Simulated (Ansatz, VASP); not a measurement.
# C in VASP and in Ansatz

File INCAR:

```
ALGO = Normal
EDIFF = 1E-6
ENCUT = 520
GGA = PE
ISIF = 2
ISMEAR = -1
LASPH = T
LCHARG = F
LREAL = F
LWAVE = F
NBANDS = 11
NELM = 60
PREC = Accurate
SIGMA = 0.02
```

KPOINTS

```
k-points
0
Gamma
  12 12 12
```

Contents of POSCAR:

```
C
1.0
    0.0000000000      1.8335278668      1.8335278668
    1.8335278668      0.0000000000      1.8335278668
    1.8335278668      1.8335278668      0.0000000000
C
2
Direct
    0.0000000000      0.0000000000      0.0000000000
    0.2500000000      0.2500000000      0.2500000000
```

Input for Ansatz:

```yaml
crystal:
  lattice:
    - [0.0, 1.8335278668, 1.8335278668]
    - [1.8335278668, 0.0, 1.8335278668]
    - [1.8335278668, 1.8335278668, 0.0]
  atoms:
    - { symbol: C, position: [0.0, 0.0, 0.0] }
    - { symbol: C, position: [0.25, 0.25, 0.25] }
kpoints:
  mp_grid: { grid: [12, 12, 12] }
  band_path:
    path:
      - [0.0, 0.0, 0.0]
      - [0.5, 0.0, 0.5]
      - [0.625, 0.25, 0.625]
      - [0.375, 0.375, 0.75]
      - [0.5, 0.5, 0.5]
      - [0.5, 0.25, 0.75]
      - [0.0, 0.360677, 0.360677]
    npoints: 1
hamiltonian:
  xc: pbe
scf:
  occupations: { method: fermi_dirac, width: 0.02 }
  n_extra_bands: 4
output:
  forces: true
  stress: true
  eigenvalues: true
```

Change from the starting cell: hydrostatic strain +3.0%.

Alike in both runs: task single point; functional PBE; k mesh 12 × 12 × 12; occupations fermi-dirac, width 0.02 eV; no spin polarisation.

|  | VASP | Ansatz |
| --- | --- | --- |
| version | VASP 6.6.1 | Ansatz 0.2.0 |
| potentials or method | VASP PAW PBE potentials, release 64 (C) | plane waves, PAW |
| plane-wave cutoff (eV) | 520 | 420 |
| valence electrons in the cell | 8 | 8 |

Ansatz gave:

| Item | Value |
| --- | --- |
| gap on the k mesh at the Fermi level (eV) | 3.98 |
| pressure (GPa) | -29.5 |

Task: Estimate VASP's values.

Result: gap on the k mesh at the Fermi level (eV): 3.97; pressure (GPa): -29.2.

Caveats: so large a pressure means that the cell lies far from this level's equilibrium, or that cutoff or potentials fall short (VASP).
